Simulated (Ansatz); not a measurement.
Zinc-blende AlSb, treated with r²SCAN+SOC in Ansatz (plane waves, PAW).

Settings: plane-wave cutoff 560 eV, 10×10×10 k mesh, Fermi–Dirac smearing 0.01 eV, PAW data made under PBE.

Pressure at four volumes; x = ln(V/29.456 Å³). One pressure is withheld.

```json
[
 {"V (Å³/atom)": "27.689", "x": "-0.0619", "P (GPa)": "3.94"},
 {"V (Å³/atom)": "29.456", "x": "0.0000", "P (GPa)": "0.00"},
 {"V (Å³/atom)": "30.634", "x": "0.0392", "P (GPa)": "-2.00"},
 {"V (Å³/atom)": "31.224", "x": "0.0583", "P (GPa)": "?"}
]
```

Pass a parabola P(x) through the three rows shown, estimate the bulk modulus and its pressure derivative near zero pressure, and predict the withheld pressure.

Slopes between the rows: (0.00 − (3.94))/(0.0000 − (-0.0619)) = -63.65 and (-2.00 − (0.00))/(0.0392 − (0.0000)) = -51.02 GPa. Their difference over the span 0.1011 is c = 12.63/0.1011 = 124.9 GPa, so P(x) = 3.94 + (-63.65)(x − (-0.0619)) + 124.9 (x − (-0.0619))(x − (0.0000)). At the middle row B = −dP/dx = −[-63.65 + 124.9 × 0.0619] = 55.9 GPa, and B′ = dB/dP = 2c/B = 4.5. At x = 0.0583 the parabola gives -2.84 GPa; the run gives -2.85 GPa. The Birch–Murnaghan fit to the energies at all volumes has B0 = 55.6 GPa and B′ = 4.4.

Measured, for comparison: bulk modulus 58.2 GPa (temperature not stated, no zero-point or thermal correction; as tabulated in Toher et al. (2017), arXiv:1611.05714). Computed less measured: bulk modulus -4.5 %.

Ansatz is a first-principles code.
